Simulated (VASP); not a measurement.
Set up this calculation in VASP 6.6.1, as the native input.

| Quantity | Value |
| --- | --- |
| Task | single point |
| Functional | PBE |
| Potentials or basis | VASP PAW PBE potentials, release 64 (Pt) |
| Cutoff | 520 eV |
| k mesh | 6 × 12 × 1 |
| Occupations | gaussian, width 0.1 eV |
| Spin | no spin polarisation |
| Dipole correction | yes |
| Further INCAR settings | ALGO = Fast; EDIFF = 1e-06; NBANDS = 50 |

The structure of Pt lies in POSCAR:

```
Pt
1.0
    5.6145890053      0.0000000000      0.0000000000
   -1.4036472513      2.4311883552      0.0000000000
    0.0000000000      0.0000000000     23.8764390892
Pt
8
Direct
    0.3333333333      0.3333333333      0.3559994842
    0.8333333333      0.3333333333      0.3559994842
    0.6666666667      0.6666666667      0.4519998281
    0.1666666667      0.6666666667      0.4519998281
   -0.0000000148     -0.0000000148      0.5468140058
    0.4999999852     -0.0000000148      0.5468140058
    0.3333333260      0.3333333260      0.6431289043
    0.8333333260      0.3333333260      0.6431289043
```

The slab is cut from a database's or a generator's crystal, which needn't be the stable form of the element.

The cell isn't the ideal one: clean slab, lower half held.

One way to write it, as run:

INCAR

```
SYSTEM = Pt
PREC = Accurate
ENCUT = 520
EDIFF = 1E-6
ISMEAR = 0
SIGMA = 0.1
LREAL = .FALSE.
LASPH = .TRUE.
NELM = 100
ALGO = Fast
ISIF = 2
LWAVE = .FALSE.
LCHARG = .FALSE.
LDIPOL = .TRUE.
IDIPOL = 3
DIPOL = 0.5 0.5 0.499
GGA = PE
NBANDS = 50
```

KPOINTS

```
regular mesh
0
G
  6 12 1
  0 0 0
```

Potentials or basis: VASP PAW PBE potentials, release 64 (Pt).

The run is started by

```console
$ cat potpaw_PBE.64/Pt/POTCAR > POTCAR
$ mpirun -np 1 vasp_std > vasp.out
```

Results of the run:

| Item | Value |
| --- | --- |
| Largest force | 0.034 eV/Å |
| Band gap on the k mesh | none (metal or under the smearing width) |

Wall time 12 min on 1 thread of Intel(R) Xeon(R) Platinum 8488C (Sapphire Rapids) (shared host), peak memory 0.61 GiB.
